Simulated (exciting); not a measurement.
Here is an exciting (release sodium) calculation.

File input.xml:

```xml
<input>
  <title>In</title>
  <structure speciespath="./" tshift="false">
    <crystal scale="1">
      <basevect>-3.557457126295 3.557457126295 3.557457126295</basevect>
      <basevect>3.557457126295 -3.557457126295 3.557457126295</basevect>
      <basevect>3.557457126295 3.557457126295 -3.557457126295</basevect>
    </crystal>
    <species speciesfile="In.xml" rmt="2.3">
      <atom coord="0.000000000000 0.000000000000 0.000000000000"/>
    </species>
  </structure>
  <groundstate do="fromscratch" ngridk="10 10 10" rgkmax="9" gmaxvr="14" lmaxapw="10" lmaxmat="10" lmaxvr="8" xctype="GGA_PBE" stype="Gaussian" swidth="0.00073499" nempty="8" ValenceRelativity="iora*" epsengy="1e-05" epspot="1e-05" maxscl="60" tforce="true" outputlevel="normal"/>
</input>
```

Potentials or basis: all-electron LAPW+lo, shipped species files, valence relativity iora*.

The run is started by

```bash
$ OMP_NUM_THREADS=1 exciting_smp
```

Q: Predict the band gap on the k mesh.

A: None (metal or under the smearing width).
